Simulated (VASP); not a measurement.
## From one sheet to two: 2H-MoS2 monolayer

What are the lattice, gap and band positions of 2H-MoS2 monolayer, and what does a second sheet change?

Program: VASP 6.6.1. Level of theory: r2SCAN with rVV10, no spin polarisation; plane waves and PAW (Mo, S), in the first sound run; inputs show where later runs differ. Results are calculated unless marked as measured.

Report form: the programs' logs are mostly left out.

### 1. Set-up

The cell holds 3 atoms: 1 Mo and 2 S. Cell: a = 3.180 Å, b = 3.180 Å, c = 22.000 Å, α = 90.0°, β = 90.0°, γ = 120.0°. Vacuum lies along c.

### 2. Relaxing the monolayer

The sheet's cell relaxes in its plane with the atoms, while the vacuum is kept.

INCAR

```
SYSTEM = MoS2
PREC = Normal
ENCUT = 350
EDIFF = 1E-06
NELM = 120
ISMEAR = 0
SIGMA = 0.03
LREAL = .FALSE.
ALGO = Normal
METAGGA = R2SCAN
LUSE_VDW = .TRUE.
IVDW_NL = 2
BPARAM = 11.95
CPARAM = 0.0093
LASPH = .TRUE.
NBANDS = 15
LORBIT = 11
LWAVE = .FALSE.
LCHARG = .FALSE.
KPAR = 4
IBRION = 2
NSW = 50
ISIF = 3
EDIFFG = -0.015
POTIM = 0.4
IDIPOL = 3
LDIPOL = .TRUE.
DIPOL = 0.5 0.5 0.5
LATTICE_CONSTRAINTS = .TRUE. .TRUE. .FALSE.
```

POSCAR

```
MoS2
1.0
    3.1800000000      0.0000000000      0.0000000000
   -1.5900000000      2.7539607840      0.0000000000
    0.0000000000      0.0000000000     22.0000000000
Mo S
1 2
Direct
    0.3333333333      0.6666666667      0.5000000000
    0.6666666667      0.3333333333      0.4288636364
    0.6666666667      0.3333333333      0.5711363636
```

KPOINTS

```
Automatic mesh
0
Gamma
12 12 1
0 0 0
```

PAW data sets: Mo and S (PBE family, release 64).

Launch:

```
mpirun -np 4 vasp_std
```

Wall time 3.6 min (4 MPI ranks of AMD EPYC 7R43, shared host); peak memory 1.1 GiB; 14 min of CPU time.

This run has no spin polarisation, although Mo can carry a moment. The gap is read on the k-mesh alone, so it is an upper bound where the band edges lie off the mesh. The PAW data sets were made with PBE, which is usual practice but a small mismatch for other functionals. The data set Mo keeps the semicore shell frozen, which is cheaper and a little less accurate. The run keeps the 12 symmetry operations of its start, so it cannot find a distortion of lower symmetry.

The steps of the relaxation:

```tsv
step	energy less that of the first step (eV)	largest force (eV/Å)	pressure (GPa)	volume (Å³)
1	0.0000	0.1632	-0.37	192.67
2	-0.0008	0.0705	0.25	190.76
3	-0.0017	0.0289	-0.01	191.56
4	-0.0017	0.0321	-0.02	191.59
5	-0.0018	0.0150	0.00	191.73
6	-0.0018	0.0064	-0.01	191.92
```

```tsv
cell as run	before	after	change
a (Å)	3.180	3.174	-0.2 %
b (Å)	3.180	3.174	-0.2 %
```

Final coordinates:

```xyz
3
Lattice="3.1738 0.0000 0.0000 -1.5869 2.7486 0.0000 0.0000 0.0000 22.0000" Properties=species:S:1:pos:R:3
Mo    0.0000    1.8324   11.0000
S     1.5869    0.9162    9.4414
S     1.5869    0.9162   12.5586
```

Numbers from this step:

- electronic cycles: 53
- electrons: 18
- free energy (TOTEN): -44.40 eV
- Fermi energy: -2.921 eV
- metallic: no
- dipole moment: 0, 0, 0 e·Å
- gap on the k-mesh: 1.801 eV
- least direct gap on the k-mesh: 1.806 eV

The run ended after 6 ionic steps, 0.002 eV below its first step, once forces and stress met EDIFFG = -0.015.

### 3. A second relaxation

The plane waves were chosen for the start cell, so the relaxation is repeated from its end.

Edit INCAR of step 2 so:

```diff
@@ -21,3 +21,3 @@
 IBRION = 2
-NSW = 50
+NSW = 30
 ISIF = 3
```

POSCAR

```
MoS2
1.0
    3.1738069310      0.0000000000      0.0000000000
   -1.5869034655      2.7485974289      0.0000000000
    0.0000000000      0.0000000000     22.0000000000
Mo S
1 2
Direct
    0.3333333333      0.6666666667      0.5000000000
    0.6666666667      0.3333333333      0.4291524294
    0.6666666667      0.3333333333      0.5708475706
```

KPOINTS is that of step 2.

Launch:

```
mpirun -np 4 vasp_std
```

Elapsed: 81 s, on 4 MPI ranks; peak memory 1 GiB; 5.2 min of CPU time.

Little changed from the start: no atom moved by 0.005 Å and no cell edge by 0.1 %.

This step gave:

```
electronic cycles : 22
```

The start already met the threshold, so nothing moved.

### 4. Vacuum level and density of states

A static run writes the electrostatic potential without exchange and correlation (LVHAR), which is flat in the vacuum and gives the level to count from. The dipole correction cancels the field that unlike faces would set up across the vacuum.

INCAR

```
SYSTEM = MoS2
PREC = Normal
ENCUT = 350
EDIFF = 1E-06
NELM = 120
ISMEAR = 0
SIGMA = 0.03
LREAL = .FALSE.
ALGO = Normal
METAGGA = R2SCAN
LUSE_VDW = .TRUE.
IVDW_NL = 2
BPARAM = 11.95
CPARAM = 0.0093
LASPH = .TRUE.
NBANDS = 15
LORBIT = 11
LWAVE = .FALSE.
LCHARG = .TRUE.
IDIPOL = 3
LDIPOL = .TRUE.
DIPOL = 0.5 0.5 0.5
LVHAR = .TRUE.
LVACPOTAV = .TRUE.
NEDOS = 1500
LELF = .TRUE.
```

POSCAR is that of step 3.

KPOINTS is that of step 3.

KPOINTS_OPT

```
Line mode
14
Line-mode
Reciprocal
  0.00000000   0.00000000   0.00000000 GAMMA
  0.50000000   0.00000000   0.00000000 M

  0.50000000   0.00000000   0.00000000 M
  0.33333333   0.33333333   0.00000000 K

  0.33333333   0.33333333   0.00000000 K
  0.00000000   0.00000000   0.00000000 GAMMA
```

Launch:

```
mpirun -np 4 vasp_std
```

It took 66 s on 4 MPI ranks; peak memory 0.61 GiB.

Numbers from this step:

```yaml
fermi_energy: -2.937 eV
least_gap_on_mesh_and_path: 1.801 eV
least_direct_gap_on_mesh_and_path: 1.806 eV
vacuum_levels: 3.118, 3.118 eV
ionisation_potentials_of_the_upper_and_lower_face: 6.177, 6.177 eV
electron_affinities_of_the_upper_and_lower_face: 4.376, 4.376 eV
```

Electronic bands along the path, in eV, zero at the valence-band top; v1 is the highest filled band, c1 the lowest empty one:

```tsv
point	v4	v3	v2	v1	c1	c2	c3	c4
Γ	-1.87	-1.58	-1.58	0.00	3.00	3.00	3.23	3.23
0.54 of the way	-2.71	-1.78	-1.47	-0.84	2.37	2.48	3.30	4.12
M	-3.34	-1.99	-1.03	-0.66	2.38	2.91	4.26	4.57
0.54 of the way	-3.29	-2.61	-2.02	-0.30	2.23	3.28	3.67	4.83
K	-3.74	-3.03	-2.29	0.00	1.80	3.27	3.77	5.24
0.46 of the way	-3.43	-2.15	-1.18	-0.84	2.11	2.67	3.01	4.56
Γ	-1.87	-1.58	-1.58	0.00	3.00	3.00	3.23	3.23
```

Of the projections kept (Mo, S), the largest for each band there; the rest of the weight can lie on other orbitals:

```tsv
point	v4	v3	v2	v1	c1	c2	c3	c4
Γ	S 0.90	Mo 0.64	Mo 0.64	Mo 0.81	Mo 0.50	Mo 0.50	S 0.58	S 0.58
M	Mo 0.59	S 0.71	S 0.78	Mo 0.73	Mo 0.96	Mo 0.92	Mo 0.66	Mo 0.61
K	S 0.60	S 0.80	S 0.61	Mo 0.85	Mo 0.93	Mo 0.78	Mo 0.81	Mo 0.70
Γ	S 0.90	Mo 0.64	Mo 0.64	Mo 0.81	Mo 0.50	Mo 0.50	S 0.58	S 0.58
```

Zero at the Fermi level. Planar average of the electrostatic potential against height:

```tsv
height (Å)	planar average of the electrostatic potential (eV)
0	6.06
1	6.06
2	6.06
3	6.06
4	6.06
5	6.06
6	6.05
7	6.03
8	5.52
9	-6.61
10	-7.24
11	-8.40
12	-7.24
13	-6.61
14	5.52
15	6.03
16	6.05
17	6.06
18	6.06
19	6.06
20	6.06
21	6.06
```

Density of states in the PAW spheres, an atom over height of the layer and energy from the Fermi level.

Ten even steps from '0' (0.00 states/eV) to '9' (1.87 states/eV), each cell a mean:
```
000
000
030
191
232
212
444
252
131
141
373
242
242
010
121
262
131
000
000
000
000
000
```
Columns: height of the layer (Å) from 9.4 to 12.6; rows upwards: energy from the Fermi level (eV) from -7.9 to 0.5.

ELF in the ca plane at fractional y = 0.333, with atoms of S within 0.2 Å of it. It is the smooth field of the valence electrons, not physical close to the nuclei.

Ten even steps from '0' (0.00) to '9' (0.95), each cell a mean:
```
00000000000000136888887412688898752001000000
00000000000001368998677523776799975200000000
00000000000011479998357523663599986211000000
00000000000001368998778523787799974100000000
00000000000000135788887412588888741000000000
00000000000000001234553111245543100000000000
00000000000000000001111111112100000000000000
00000000000000001345653222246654210000000000
```
Columns run along c (16.0 Å, from fractional 0.10 to 0.83 of the cell), rows up along a (3.2 Å). Atoms in or near the plane, at fractional coordinates: S at (0.43, 0.67), S at (0.57, 0.67).

Valence density in the ca plane at fractional y = 0.333, with atoms of S within 0.2 Å of it. It is the smooth field of the valence electrons, not physical close to the nuclei.

Ten even steps from '0' (0.0 e/Å³) to '9' (1.1 e/Å³), each cell a mean:
```
00000000000000000147874223478741000000000000
00000000000000001488796323697883100000000000
00000000000000001595187323781594100000000000
00000000000000001388896323698983100000000000
00000000000000000136764223467631000000000000
00000000000000000012222333222210000000000000
00000000000000000001112343211100000000000000
00000000000000000012332333233210000000000000
```
Columns run along c (16.0 Å, from fractional 0.10 to 0.83 of the cell), rows up along a (3.2 Å). Atoms in or near the plane, at fractional coordinates: S at (0.43, 0.67), S at (0.57, 0.67).

The map of layer states is cut here 0.5 eV above the Fermi level, so it leaves out the states above that.

The vacuum level lies 6.18 eV above the highest filled level at the upper face; both faces agree, as the slab has next to no dipole.

The program found no field-free point at its default tolerance, but its printed level agrees with the flat part of the planar average.

### 5. The slab in a field, field -0.1

A field across the slab, with the atoms held, gives the electronic response: the dipole changes linearly with the field, and the energy has a linear term from the slab's own dipole and a quadratic one from its polarisability.

Edit INCAR of step 4 so:

```diff
@@ -18,3 +18,4 @@
 LWAVE = .FALSE.
-LCHARG = .TRUE.
+LCHARG = .FALSE.
+KPAR = 4
 IDIPOL = 3
@@ -22,5 +23,2 @@
 DIPOL = 0.5 0.5 0.5
-LVHAR = .TRUE.
-LVACPOTAV = .TRUE.
-NEDOS = 1500
-LELF = .TRUE.
+EFIELD = -0.1
```

POSCAR is that of step 4.

KPOINTS is that of step 4.

Launch:

```
mpirun -np 4 vasp_std
```

Run time: 82 s. Hardware: 4 MPI ranks; peak memory 1.1 GiB.

Numbers from this step:

* electronic cycles: 23
* Fermi energy: -2.934 eV
* dipole moment: 0, 0, -0.02438 e·Å

VASP counts the dipole in electrons times Å, so a positive number points the physical dipole along −c. A positive EFIELD is likewise a physical field along −c.

Energy at zero smearing: -44.39623 eV.

### 6. The slab in a field, field 0.1

Edit INCAR of step 5 so:

```diff
@@ -23,2 +23,2 @@
 DIPOL = 0.5 0.5 0.5
-EFIELD = -0.1
+EFIELD = 0.1
```

POSCAR is that of step 5.

KPOINTS is that of step 5.

Launch:

```
mpirun -np 4 vasp_std
```

Wall time 80 s (4 MPI ranks); peak memory 1.1 GiB.

Numbers from this step:

```
dipole moment : 0, 0, 0.02438 e·Å
```

Energy at zero smearing: -44.39623 eV.

### 7. With spin-orbit coupling

This step: r2SCAN with rVV10, spin-orbit coupling, no spin polarisation; plane waves and PAW (Mo, S) (VASP 6.6.1).

For heavy elements spin-orbit coupling shifts the highest filled levels.

Edit INCAR of step 6 so:

```diff
@@ -15,4 +15,8 @@
 LASPH = .TRUE.
-NBANDS = 15
-LORBIT = 11
+LNONCOLLINEAR = .TRUE.
+MAGMOM = 0 0 0 0 0 0 0 0 0
+NBANDS = 30
+GGA_COMPAT = .FALSE.
+LSORBIT = .TRUE.
+LMAXMIX = 4
 LWAVE = .FALSE.
@@ -23,2 +27 @@
 DIPOL = 0.5 0.5 0.5
-EFIELD = 0.1
```

POSCAR is that of step 6.

KPOINTS is that of step 6.

KPOINTS_OPT is that of step 4.

Launch:

```
mpirun -np 4 vasp_ncl
```

The job ended after 7 min (4 MPI ranks; peak memory 2.1 GiB).

This step gave:

* free energy (TOTEN): -44.41 eV
* Fermi energy: -2.811 eV
* least gap on mesh and path: 1.726 eV
* least direct gap on mesh and path: 1.726 eV
* dipole moment: 0, 0, 0 e·Å

On-site spin-orbit energy by atom:

```tsv
atom	on-site spin-orbit energy (eV)
Mo1	-0.0259
S2	-0.0021
S3	-0.0021
```

The electronic bands at the labelled points (eV, zero at the valence-band top; v1 is the highest filled band, c1 the lowest empty one):

```tsv
point	v4	v3	v2	v1	c1	c2	c3	c4
Γ	-1.61	-1.61	-0.07	-0.07	2.89	2.89	2.96	2.96
0.54 of the way	-1.54	-1.54	-0.90	-0.90	2.29	2.29	2.42	2.42
M	-1.11	-1.11	-0.73	-0.73	2.30	2.30	2.85	2.85
0.54 of the way	-2.09	-2.09	-0.43	-0.31	2.13	2.18	3.13	3.28
K	-2.37	-2.35	-0.15	0.00	1.73	1.73	3.19	3.22
0.46 of the way	-1.27	-1.24	-0.95	-0.86	2.00	2.08	2.58	2.61
Γ	-1.61	-1.61	-0.07	-0.07	2.89	2.89	2.96	2.96
```

The path shows a direct gap of 1.73 eV (valence top at K, conduction bottom at K).

### 8. A rigid stacking

This step: r2SCAN with rVV10, no spin polarisation; plane waves and PAW (Mo, S) (VASP 6.6.1).

System of this step: bilayer of 2H-MoS2 monolayer. The cell holds 6 atoms: 2 Mo and 4 S. Its edges and angles: a = 3.174 Å, b = 3.174 Å, c = 26.335 Å, α = 90.0°, β = 90.0°, γ = 120.0°. upper sheet same orientation, shifted by (0.00, 0.00). Vacuum lies along c.

Two rigid sheets are set at a typed distance in several high-symmetry stackings, to find where to start. The upper sheet is shifted or turned in the plane and never flipped over.

INCAR

```
SYSTEM = MoS2
PREC = Normal
ENCUT = 350
EDIFF = 1E-05
NELM = 120
ISMEAR = 0
SIGMA = 0.03
LREAL = .FALSE.
ALGO = Normal
METAGGA = R2SCAN
LUSE_VDW = .TRUE.
IVDW_NL = 2
BPARAM = 11.95
CPARAM = 0.0093
LASPH = .TRUE.
NBANDS = 24
LORBIT = 11
LWAVE = .FALSE.
LCHARG = .FALSE.
KPAR = 4
IDIPOL = 3
LDIPOL = .TRUE.
DIPOL = 0.5 0.5 0.5
```

POSCAR

```
MoS2
1.0
    3.1738069310      0.0000000000      0.0000000000
   -1.5869034655      2.7485974289      0.0000000000
    0.0000000000      0.0000000000     26.3345862128
Mo S
2 4
Direct
    0.3333333300      0.6666666700      0.3819557500
    0.3333333300      0.6666666700      0.6180442500
    0.6666666700      0.3333333300      0.3227694500
    0.6666666700      0.3333333300      0.4411420400
    0.6666666700      0.3333333300      0.5588579600
    0.6666666700      0.3333333300      0.6772305500
```

KPOINTS is that of step 7.

Launch:

```
mpirun -np 4 vasp_std
```

Wall time 1.7 min (4 MPI ranks); peak memory 1.2 GiB; 6.7 min of CPU time.

This step gave:

- electronic cycles: 21
- electrons: 36
- free energy (TOTEN): -88.7966 eV
- Fermi energy: -0.2057 eV
- gap on the k-mesh: 1.194 eV
- least direct gap on the k-mesh: 1.766 eV

Force by atom:

```tsv
atom	x (eV/Å)	y (eV/Å)	z (eV/Å)	size
Mo1	0.000	0.000	-0.069	0.069
Mo2	0.000	0.000	0.069	0.069
S3	0.000	0.000	-0.026	0.026
S4	0.000	0.000	-0.433	0.433
S5	0.000	0.000	0.433	0.433
S6	0.000	0.000	0.026	0.026
```

Energy at zero smearing: -88.79659 eV.

### 9. A rigid stacking

INCAR is that of step 8.

POSCAR

```
MoS2
1.0
    3.1738069310      0.0000000000      0.0000000000
   -1.5869034655      2.7485974289      0.0000000000
    0.0000000000      0.0000000000     26.3345862128
Mo S
2 4
Direct
    0.3333333300      0.6666666700      0.3819557500
    0.6666666700      0.3333333300      0.6180442500
    0.6666666700      0.3333333300      0.3227694500
    0.6666666700      0.3333333300      0.4411420400
    0.0000000000      1.0000000000      0.5588579600
    0.0000000000      1.0000000000      0.6772305500
```

KPOINTS is that of step 8.

Launch:

```
mpirun -np 4 vasp_std
```

Run time: 95 s. Hardware: 4 MPI ranks; peak memory 1.2 GiB.

Energy at zero smearing: -88.97899 eV.

### 10. A rigid stacking

INCAR is that of step 9.

Edit POSCAR of step 9 so:

```diff
@@ -12,3 +12,3 @@
     0.6666666700      0.3333333300      0.4411420400
-    0.0000000000      1.0000000000      0.5588579600
-    0.0000000000      1.0000000000      0.6772305500
+    0.3333333300      0.6666666700      0.5588579600
+    0.3333333300      0.6666666700      0.6772305500
```

KPOINTS is that of step 9.

Launch:

```
mpirun -np 4 vasp_std
```

Wall time 95 s (4 MPI ranks); peak memory 1.2 GiB; 6.3 min of CPU time.

Energy at zero smearing: -88.98091 eV.

### 11. A rigid stacking

INCAR is that of step 10.

POSCAR

```
MoS2
1.0
    3.1738069310      0.0000000000      0.0000000000
   -1.5869034655      2.7485974289      0.0000000000
    0.0000000000      0.0000000000     26.3345862128
Mo S
2 4
Direct
    0.3333333300      0.6666666700      0.3819557500
    0.0000000000      1.0000000000      0.6180442500
    0.6666666700      0.3333333300      0.3227694500
    0.6666666700      0.3333333300      0.4411420400
    0.6666666700      0.3333333300      0.5588579600
    0.6666666700      0.3333333300      0.6772305500
```

KPOINTS is that of step 10.

Launch:

```
mpirun -np 4 vasp_std
```

The job ended after 96 s (4 MPI ranks; peak memory 1.2 GiB; 6.4 min of CPU time).

Energy at zero smearing: -88.81146 eV.

### 12. A rigid stacking

INCAR is that of step 11.

POSCAR

```
MoS2
1.0
    3.1738069310      0.0000000000      0.0000000000
   -1.5869034655      2.7485974289      0.0000000000
    0.0000000000      0.0000000000     26.3345862128
Mo S
2 4
Direct
    0.3333333300      0.6666666700      0.3819557500
    0.3333333300      0.6666666700      0.6180442500
    0.6666666700      0.3333333300      0.3227694500
    0.6666666700      0.3333333300      0.4411420400
    1.0000000000      0.0000000000      0.5588579600
    1.0000000000      0.0000000000      0.6772305500
```

KPOINTS is that of step 11.

Launch:

```
mpirun -np 4 vasp_std
```

Elapsed: 92 s, on 4 MPI ranks; peak memory 1.2 GiB; 6 min of CPU time.

Energy at zero smearing: -88.96497 eV.

### 13. Relaxing the bilayer

The lowest stacking relaxes at the monolayer's lattice.

Edit INCAR of step 12 so:

```diff
@@ -3,3 +3,3 @@
 ENCUT = 350
-EDIFF = 1E-05
+EDIFF = 1E-07
 NELM = 120
@@ -20,2 +20,8 @@
 KPAR = 4
+IBRION = 2
+NSW = 70
+ISIF = 2
+EDIFFG = -0.004
+POTIM = 0.8
+MAXMIX = 40
 IDIPOL = 3
```

POSCAR

```
MoS2
1.0
    3.1738069310      0.0000000000      0.0000000000
   -1.5869034655      2.7485974289      0.0000000000
    0.0000000000      0.0000000000     26.3345862128
Mo S
2 4
Direct
    0.3333333300      0.6666666700      0.3819557500
    0.6666666700      0.3333333300      0.6180442500
    0.6666666700      0.3333333300      0.3227694500
    0.6666666700      0.3333333300      0.4411420400
    0.3333333300      0.6666666700      0.5588579600
    0.3333333300      0.6666666700      0.6772305500
```

KPOINTS is that of step 12.

Launch:

```
mpirun -np 4 vasp_std
```

Wall time 14 min (4 MPI ranks); peak memory 1.2 GiB; 57 min of CPU time.

The steps of the relaxation:

```tsv
step	energy less that of the first step (eV)	largest force (eV/Å)
1	0.0000	0.0162
2	0.0000	0.0283
3	0.0000	0.0123
4	0.0000	0.0122
5	0.0000	0.0119
6	0.0000	0.0066
7	0.0000	0.0068
8	0.0000	0.0064
9	-0.0001	0.0068
10	-0.0001	0.0074
11	-0.0002	0.0085
12	-0.0002	0.0192
13	-0.0002	0.0108
14	-0.0002	0.0177
15	-0.0002	0.0045
16	-0.0002	0.0043
17	-0.0002	0.0045
18	-0.0002	0.0018
```

The atoms that moved most (Å):

```tsv
atom	dx	dy	dz	length
S3	0.000	0.000	-0.015	0.015
S6	0.000	0.000	0.015	0.015
Mo2	0.000	0.000	0.015	0.015
Mo1	0.000	0.000	-0.015	0.015
S4	0.000	0.000	-0.014	0.014
S5	0.000	0.000	0.014	0.014
```

The relaxed structure:

```
Mo S
1.0
     3.17381    0.00000    0.00000
    -1.58690    2.74860    0.00000
     0.00000    0.00000   26.33459
Mo S
2 4
Direct
  0.33333 0.66667 0.38139
  0.66667 0.33333 0.61861
  0.66667 0.33333 0.32219
  0.66667 0.33333 0.44063
  0.33333 0.66667 0.55937
  0.33333 0.66667 0.67781
```

Numbers from this step:

- electronic cycles: 136
- free energy (TOTEN): -88.9811 eV
- Fermi energy: -0.3578 eV
- dipole moment: 0, 0, 0 e·Å
- gap on the k-mesh: 1.358 eV
- least direct gap on the k-mesh: 1.778 eV

The run ended after 18 ionic steps, 0.000 eV below its first step, once the forces on the free atoms met EDIFFG = -0.004.

(Continued in part 2 of 2.)

[Lines on the potential files, build, host, timing and source positions are cut from VASP's logs without a mark.]

[Logs are printed without paths, hosts, clocks, repeated set-up lines and the standing remarks that a program may print on its own settings, such as how far it seeks lower states.]

[Hosts, paths, dates, database ids (printed as entryN), source tags and the programs' standing remarks are cut or masked in the printed files.]

[Runs that stopped without an error message from VASP are left out.]
